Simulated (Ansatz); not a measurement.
Set up this calculation in Ansatz 0.2.0, as the native input.

* Task: single point
* Functional: PBE
* Potentials or basis: Ansatz PAW
* Cutoff: 420 eV (not typed: the program's choice for these potentials)
* k mesh: 11 × 11 × 11
* Occupations: gaussian, width 0.026 eV
* Spin: collinear spin, ferromagnetic start
* Starting moments: [2.0, 0.0] μB

CoO:

```
Co O
1.0
     0.00000    2.13150    2.13150
     2.13150    0.00000    2.13150
     2.13150    2.13150    0.00000
Co O
1 1
Direct
  0.00000 0.00000 0.00000
  0.50000 0.50000 0.50000
```

The input as run:

input.yaml

```yaml
crystal:
  lattice:
    - [0.0, 2.1315, 2.1315]
    - [2.1315, 0.0, 2.1315]
    - [2.1315, 2.1315, 0.0]
  atoms:
    - { symbol: Co, position: [0.0, 0.0, 0.0], spin: 2.0 }
    - { symbol: O, position: [0.5, 0.5, 0.5] }
hamiltonian:
  xc: pbe
  pseudopotentials: { kind: paw }
magnetization:
  spin_polarized: true
kpoints:
  mp_grid: { grid: [11, 11, 11] }
scf:
  occupations: { method: gaussian, width: 0.026 }
output:
  forces: true
  stress: true
  eigenvalues: true
```

Potentials or basis: Ansatz PAW.

Command:

```console
$ ansatz run input.yaml --threads 2 --pin off --max-ram 5632MiB --backend cpu --events-out ev --progress --plain --runs-dir out
```

Results of the run:

```yaml
Pressure: -1.6 GPa
Band_gap_on_the_k_mesh: none (metal or under the smearing width)
Net_moment: 2.98 μB per cell
Absolute_moment: 3.00 μB per cell
Site_moments: Co +2.53; O +0.34 μB
```

Caveat: the pressure holds a Pulay correction of +0.7 GPa for the finite cutoff; a cell with one magnetic atom can't hold antiferromagnetic order, which such compounds often take; semilocal functionals often make such compounds metallic where correlation or magnetic order opens a gap, which also shifts bond lengths.

It took 2.2 s on 2 threads of Intel(R) Xeon(R) Platinum 8488C (Sapphire Rapids), on a shared host, peak memory 0.34 GiB.
